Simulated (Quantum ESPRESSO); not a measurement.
# TiO2 (Anatase) (I4_1/amd) in Quantum ESPRESSO: equation of state with PBE+D4

Aim: the equation of state of TiO2 (Anatase) with PBE+D4.

Everything below comes from runs of Quantum ESPRESSO 7.5. Logs are shortened: lines on timing, memory, paths and dates and some standing lists are left out, and cuts for length are marked.

### 1 The structure

Symmetry: I4_1/amd, No. 141, tetragonal system. Conventional cell: a = 3.784 Å, b = 3.784 Å, c = 9.515 Å, α = 90.00°, β = 90.00°, γ = 90.00°. Ti (site symmetry -4m2) has 6 O at 1.93 to 1.98 Å as nearest neighbours. O (site symmetry 2mm) has 3 Ti at 1.93 to 1.98 Å as nearest neighbours.

### 2 Equation of state, PBE+D4

Contents of run.py:

```python
import numpy as np
from ase.calculators.espresso import Espresso, EspressoProfile
from ase.io import read

atoms = read('TiO2.xyz')

input_data = {
    'control': {'calculation': 'scf', 'prefix': 'pwscf', 'outdir': './tmp', 'tprnfor': True, 'tstress': True, 'disk_io': 'nowf'},
    'system': {'ecutwfc': 84.0, 'nbnd': 33, 'occupations': 'smearing', 'smearing': 'fd', 'degauss': 0.00367493},
    'electrons': {'conv_thr': 1.2e-09, 'electron_maxstep': 120, 'mixing_beta': 0.5},
}
pseudopotentials = {'Ti': 'Ti.upf', 'O': 'O.upf'}
profile = EspressoProfile(command='pw.x', pseudo_dir='pseudo')
dft = Espresso(profile=profile, input_data=input_data, pseudopotentials=pseudopotentials, kpts=(6, 6, 6), koffset=(0, 0, 0))
from ase.calculators.mixing import SumCalculator
from dftd4.ase import DFTD4
d4 = DFTD4(method='pbe')
atoms.calc = SumCalculator([dft, d4])

from ase.eos import EquationOfState
from ase.units import GPa
cell, v, e = atoms.cell.copy(), [], []
for x in [0.94, 0.96, 0.98, 1.0, 1.02, 1.04, 1.06]:
    atoms.set_cell(cell * x ** (1 / 3), scale_atoms=True)
    v.append(atoms.get_volume() / len(atoms))
    e.append(atoms.get_potential_energy() / len(atoms))
    print(f'V {v[-1]:.6f} A^3/atom  E {e[-1]:.8f} eV/atom')
v0, e0, b0 = EquationOfState(v, e, eos='birchmurnaghan').fit()
print(f'V0 {v0:.5f} A^3/atom  E0 {e0:.6f} eV/atom  B0 {b0 / GPa:.2f} GPa')
```

Contents of TiO2.xyz:

```xyz
6
Lattice="-1.8921000000 1.8921000000 4.7573000000 1.8921000000 -1.8921000000 4.7573000000 1.8921000000 1.8921000000 -4.7573000000" Properties=species:S:1:pos:R:3 pbc="T T T"
Ti     0.0000000000      1.8921000000      2.3786500000
Ti     0.0000000000      0.0000000000      0.0000000000
O      0.0000000000      0.0000000000      7.5346117400
O      0.0000000000      1.8921000000      0.3986617400
O      0.0000000000      1.8921000000      4.3586382600
O      0.0000000000      0.0000000000      1.9799882600
```

Potentials or basis: PseudoDojo 0.4.1 SR PBE standard.

The run is started by

```sh
> OMP_NUM_THREADS=1 python run.py
```

The program printed:

```text
V 10.672970 A^3/atom  E -840.15771513 eV/atom
V 10.900055 A^3/atom  E -840.17687921 eV/atom
V 11.127139 A^3/atom  E -840.18846146 eV/atom
V 11.354224 A^3/atom  E -840.19320978 eV/atom
V 11.581308 A^3/atom  E -840.19179575 eV/atom
V 11.808393 A^3/atom  E -840.18483286 eV/atom
V 12.035477 A^3/atom  E -840.17286882 eV/atom
V0 11.41262 A^3/atom  E0 -840.193407 eV/atom  B0 212.37 GPa
```

espresso.pwi:

```text
&CONTROL
   calculation      = 'scf'
   tstress          = .true.
   tprnfor          = .true.
   outdir           = './tmp'
   prefix           = 'pwscf'
   disk_io          = 'nowf'
   pseudo_dir       = 'pseudo'
/
&SYSTEM
   nbnd             = 33
   ecutwfc          = 84.0
   occupations      = 'smearing'
   degauss          = 0.00367493
   smearing         = 'fd'
   ntyp             = 2
   nat              = 6
   ibrav            = 0
/
&ELECTRONS
   electron_maxstep = 120
   conv_thr         = 1.2e-09
   mixing_beta      = 0.5
/
&IONS
/
&CELL
/
&FCP
/
&RISM
/
ATOMIC_SPECIES
Ti 47.867 Ti.upf
O 15.999 O.upf

K_POINTS automatic
6 6 6  0 0 0

CELL_PARAMETERS angstrom
-1.92920942130508 1.92920942130508 4.85060408010921
1.92920942130508 -1.92920942130508 4.85060408010921
1.92920942130508 1.92920942130508 -4.85060408010921

ATOMIC_POSITIONS angstrom
Ti 0.0000000000 1.9292094213 2.4253020401  
Ti 0.0000000000 0.0000000000 0.0000000000  
O 0.0000000000 0.0000000000 7.6823867421  
O 0.0000000000 1.9292094213 0.4064806219  
O 0.0000000000 1.9292094213 4.4441234582  
O 0.0000000000 0.0000000000 2.0188214181
```

espresso.pwo:

```text
This program is part of the open-source Quantum ESPRESSO suite
     for quantum simulation of materials; please cite
         "P. Giannozzi et al., J. Phys.:Condens. Matter 21 395502 (2009);
         "P. Giannozzi et al., J. Phys.:Condens. Matter 29 465901 (2017);
         "P. Giannozzi et al., J. Chem. Phys. 152 154105 (2020);
     in publications or presentations arising from this work. More details at

Warning: card &CELL ignored
Warning: card &FCP ignored
Warning: card &RISM ignored

     Message from routine setup:
     using ibrav=0 with symmetry is DISCOURAGED, use correct ibrav instead

     G-vector sticks info
     --------------------
     sticks:   dense  smooth     PW     G-vecs:    dense   smooth      PW
     Sum        2527    2527    823                50745    50745    9391

     Using Slab Decomposition

     bravais-lattice index     =            0
     lattice parameter (alat)  =      10.5168  a.u.
     unit-cell volume          =     487.3166 (a.u.)^3
     number of atoms/cell      =            6
     number of atomic types    =            2
     number of electrons       =        48.00
     number of Kohn-Sham states=           33
     kinetic-energy cutoff     =      84.0000  Ry
     charge density cutoff     =     336.0000  Ry
     scf convergence threshold =      1.2E-09
     mixing beta               =       0.5000
     number of iterations used =            8  plain     mixing
     Exchange-correlation= PBE
                           (   1   4   3   4   0   0   0)

     celldm(1)=  10.516807  celldm(2)=   0.000000  celldm(3)=   0.000000
     celldm(4)=   0.000000  celldm(5)=   0.000000  celldm(6)=   0.000000

     crystal axes: (cart. coord. in units of alat)
               a(1) = (  -0.346653   0.346653   0.871587 )
               a(2) = (   0.346653  -0.346653   0.871587 )
               a(3) = (   0.346653   0.346653  -0.871587 )

     reciprocal axes: (cart. coord. in units 2 pi/alat)
               b(1) = (  0.000000  1.442367  0.573666 )
               b(2) = (  1.442367  0.000000  0.573666 )
               b(3) = (  1.442367  1.442367  0.000000 )

     PseudoPot. # 1 for Ti read from file:
     Ti.upf
     Pseudo is Norm-conserving + core correction, Zval = 12.0
     Generated using ONCVPSP code by D. R. Hamann
     Using radial grid of 1586 points,  6 beta functions with:
                l(1) =   0
                l(2) =   0
                l(3) =   1
                l(4) =   1
                l(5) =   2
                l(6) =   2

     PseudoPot. # 2 for O  read from file:
     O.upf
     Pseudo is Norm-conserving + core correction, Zval =  6.0
     Generated using ONCVPSP code by D. R. Hamann
     Using radial grid of  936 points,  5 beta functions with:
                l(1) =   0
                l(2) =   0
                l(3) =   1
                l(4) =   1
                l(5) =   2

     atomic species   valence    mass     pseudopotential
     Ti               12.00    47.86700     Ti( 1.00)
     O                 6.00    15.99900     O ( 1.00)

     16 Sym. Ops., with inversion, found ( 8 have fractional translation)

   Cartesian axes

     site n.     atom                  positions (alat units)
         1        Ti     tau(   1) = (   0.0000000   0.3466525   0.4357936  )
         2        Ti     tau(   2) = (   0.0000000   0.0000000   0.0000000  )
         3        O      tau(   3) = (   0.0000000   0.0000000   1.3804197  )
         4        O      tau(   4) = (   0.0000000   0.3466525   0.0730390  )
         5        O      tau(   5) = (   0.0000000   0.3466525   0.7985481  )
         6        O      tau(   6) = (   0.0000000   0.0000000   0.3627546  )

     number of k points=    30  Fermi-Dirac smearing, width (Ry)=  0.0037
                       cart. coord. in units 2pi/alat
        k(    1) = (   0.0000000   0.0000000   0.0000000), wk =   0.0092593
        k(    2) = (   0.2403944   0.2403944   0.0000000), wk =   0.0370370
        k(    3) = (   0.4807889   0.4807889   0.0000000), wk =   0.0370370
        k(    4) = (  -0.7211833  -0.7211833   0.0000000), wk =   0.0185185
        k(    5) = (   0.2403944   0.0000000   0.0956110), wk =   0.0740741
        k(    6) = (   0.4807889   0.2403944   0.0956110), wk =   0.1481481
[... 22 lines left out ...]
        k(   29) = (  -1.2019722  -0.2403944  -0.0000000), wk =   0.0370370
        k(   30) = (  -1.4423666  -1.4423666  -0.5736661), wk =   0.0092593

     Dense  grid:    50745 G-vectors     FFT dimensions: (  64,  64,  64)

     Initial potential from superposition of free atoms

     starting charge      47.9968, renormalised to      48.0000
     Starting wfcs are   36 randomized atomic wfcs

     Self-consistent Calculation

     iteration #  1     ecut=    84.00 Ry     beta= 0.50
     Davidson diagonalization with overlap
     ethr =  1.00E-02,  avg # of iterations =  2.0

     total energy              =    -369.22299417 Ry
     estimated scf accuracy    <       2.93666865 Ry

     iteration #  2     ecut=    84.00 Ry     beta= 0.50
     Davidson diagonalization with overlap
     ethr =  6.12E-03,  avg # of iterations =  4.8

     total energy              =    -367.58422705 Ry
     estimated scf accuracy    <      15.89685924 Ry

     iteration #  3     ecut=    84.00 Ry     beta= 0.50
     Davidson diagonalization with overlap
     ethr =  6.12E-03,  avg # of iterations =  3.5
[... 85 lines left out ...]
     total energy              =    -370.43229046 Ry
     estimated scf accuracy    <       0.00000005 Ry

     iteration # 16     ecut=    84.00 Ry     beta= 0.50
     Davidson diagonalization with overlap
     ethr =  1.11E-10,  avg # of iterations =  3.5

     total energy              =    -370.43229047 Ry
     estimated scf accuracy    <          4.9E-09 Ry

     iteration # 17     ecut=    84.00 Ry     beta= 0.50
     Davidson diagonalization with overlap
     ethr =  1.03E-11,  avg # of iterations =  2.9

     End of self-consistent calculation

          k = 0.0000 0.0000 0.0000 (  6363 PWs)   bands (ev):

   -49.9840 -49.9379 -26.3909 -26.1986 -26.1986 -26.1409 -26.1409 -26.0782
   -10.7898  -9.8258  -9.7495  -9.3938   2.8816   2.9058   2.9058   3.3275
     4.6354   4.6445   4.6445   5.7927   5.7927   5.8339   6.1804   6.1804
     8.6151   9.2777  10.3012  10.3012  10.3446  10.3446  11.2329  11.4875
    11.4958

          k = 0.2404 0.2404 0.0000 (  6343 PWs)   bands (ev):

   -49.9801 -49.9402 -26.3881 -26.2350 -26.2102 -26.1613 -26.1403 -26.0726
   -10.5610  -9.6990  -9.6590  -9.3437   2.4687   2.6579   2.8338   3.3902
     4.2121   4.6192   4.8045   5.1887   5.2314   5.4853   5.9545   6.3570
     9.3713   9.4762   9.6212  10.0202  10.0655  10.3719  11.7663  12.3122
    12.3689

          k = 0.4808 0.4808 0.0000 (  6327 PWs)   bands (ev):
[... 49 lines left out ...]
   -49.9689 -49.9490 -26.3665 -26.3042 -26.2202 -26.1860 -26.1262 -26.0935
   -10.1451  -9.5547  -9.4218  -9.3726   2.3403   2.5042   2.6394   3.0744
     3.4234   4.0406   4.3039   4.6112   5.0241   5.5054   5.9966   6.1147
     9.5563   9.6034  10.0029  10.0954  10.6084  10.7158  11.9733  12.7523
    12.8948

          k = 0.9616 0.4808 0.1912 (  6330 PWs)   bands (ev):

   -49.9643 -49.9528 -26.3521 -26.3205 -26.2330 -26.2040 -26.1165 -26.1000
    -9.8811  -9.6155  -9.4171  -9.3254   2.1096   2.2305   3.1548   3.2860
     3.4433   3.5946   3.6711   4.1326   4.9463   5.5504   6.1301   6.4278
     9.5356   9.7728   9.8494   9.9936  10.7223  10.7625  12.1729  12.6461
    13.4644

          k = 0.2404-0.2404 0.1912 (  6341 PWs)   bands (ev):

   -49.9774 -49.9429 -26.3714 -26.2424 -26.2150 -26.1575 -26.1346 -26.0876
   -10.4982  -9.7212  -9.6767  -9.3750   2.4673   2.6484   2.9475   3.3099
     4.1640   4.6215   4.9606   5.1116   5.1277   5.6008   5.9443   6.3052
     9.3610   9.4516   9.6797  10.0013  10.0900  10.3167  11.6808  12.2969
    12.3953

          k =-0.7212-0.0000-0.2868 (  6354 PWs)   bands (ev):

   -49.9708 -49.9478 -26.3655 -26.2997 -26.2055 -26.1689 -26.1293 -26.0985
   -10.2917  -9.6236  -9.4558  -9.3799   2.3390   2.5146   3.0262   3.1221
     3.3668   4.5913   4.6211   4.7342   4.7847   5.6817   5.7444   5.9644
     9.6324   9.9090   9.9212  10.0071  10.5964  10.7583  11.5924  12.2013
    12.7514

          k =-0.4808 0.2404-0.2868 (  6337 PWs)   bands (ev):

   -49.9709 -49.9478 -26.3597 -26.2879 -26.2208 -26.1762 -26.1272 -26.0957
   -10.2235  -9.6202  -9.5704  -9.3477   2.1429   2.6023   3.0932   3.2171
     3.6145   3.9804   4.4829   4.8447   5.1046   5.5283   5.9767   6.2256
     9.4320   9.6242   9.8952   9.9988  10.3230  10.5536  11.8426  12.5909
    12.8145
[... 123 lines left out ...]
   -49.9602 -49.9602 -26.2824 -26.2824 -26.2029 -26.2029 -26.1200 -26.1200
   -10.0988 -10.0988  -9.5497  -9.5497   2.5426   2.5426   3.2517   3.2517
     4.2721   4.2721   4.8621   4.8621   5.6738   5.6738   6.0138   6.0138
     9.3784   9.3784   9.9124   9.9124  10.1112  10.1112  11.8711  11.8711
    12.7065

          k =-1.4424-1.4424-0.5737 (  6326 PWs)   bands (ev):

   -49.9610 -49.9610 -26.2368 -26.2368 -26.2172 -26.2172 -26.1221 -26.1221
   -10.2712 -10.2712  -9.6293  -9.6293   2.9833   2.9833   3.0961   3.0961
     4.7062   4.7062   5.2833   5.2833   5.3385   5.3385   6.4559   6.4559
     8.9360   8.9360  10.1094  10.1094  10.5586  10.5586  11.1403  11.1403
    12.0170

     the Fermi energy is     7.6387 ev

!    total energy              =    -370.43229047 Ry
     estimated scf accuracy    <          3.6E-11 Ry
     smearing contrib. (-TS)   =      -0.00000000 Ry
     internal energy E=F+TS    =    -370.43229047 Ry

     The total energy is F=E-TS. E is the sum of the following terms:
     one-electron contribution =    -165.69425185 Ry
     hartree contribution      =     102.85505686 Ry
     xc contribution           =     -68.11310467 Ry
     ewald contribution        =    -239.47999081 Ry

     convergence has been achieved in  17 iterations

     Forces acting on atoms (cartesian axes, Ry/au):

     atom    1 type  1   force =     0.00000000    0.00000000    0.00000000
     atom    2 type  1   force =     0.00000000    0.00000000    0.00000000
     atom    3 type  2   force =    -0.00000000    0.00000000    0.00940411
     atom    4 type  2   force =    -0.00000000    0.00000000    0.00940411
     atom    5 type  2   force =    -0.00000000   -0.00000000   -0.00940411
     atom    6 type  2   force =    -0.00000000   -0.00000000   -0.00940411

     Total force =     0.018808     Total SCF correction =     0.000000

     Computing stress (Cartesian axis) and pressure

          total   stress  (Ry/bohr**3)                   (kbar)     P=      -70.81
  -0.00049308  -0.00000000  -0.00000000          -72.53       -0.00       -0.00
  -0.00000000  -0.00049308  -0.00000000           -0.00      -72.53       -0.00
  -0.00000000  -0.00000000  -0.00045792           -0.00       -0.00      -67.36

=------------------------------------------------------------------------------=
   JOB DONE.
=------------------------------------------------------------------------------=
```

Run time: 25 min. Hardware: 1 thread of Arm Neoverse V1, shared host; peak memory 0.2 GiB.

What came out:

| Property | Result |
| --- | --- |
| Equilibrium volume | 11.41 Å³/atom |
| Bulk modulus at fixed shape and positions | 212 GPa |
| Pressure derivative of the bulk modulus | 4.2 |

Energy against volume, from the lowest point:
```
volume (Å³/atom)  energy (meV/atom)
          10.673              35.49
          10.900              16.33
          11.127               4.75
          11.354               0.00
          11.581               1.41
          11.808               8.38
          12.035              20.34
```

Caveat: the k mesh is coarse (spacing up to 0.39 Å⁻¹), so the values aren't converged; the cell was scaled at fixed shape and fractional positions, which overstates the stiffness of a crystal with free parameters, most of all of layers and chains.
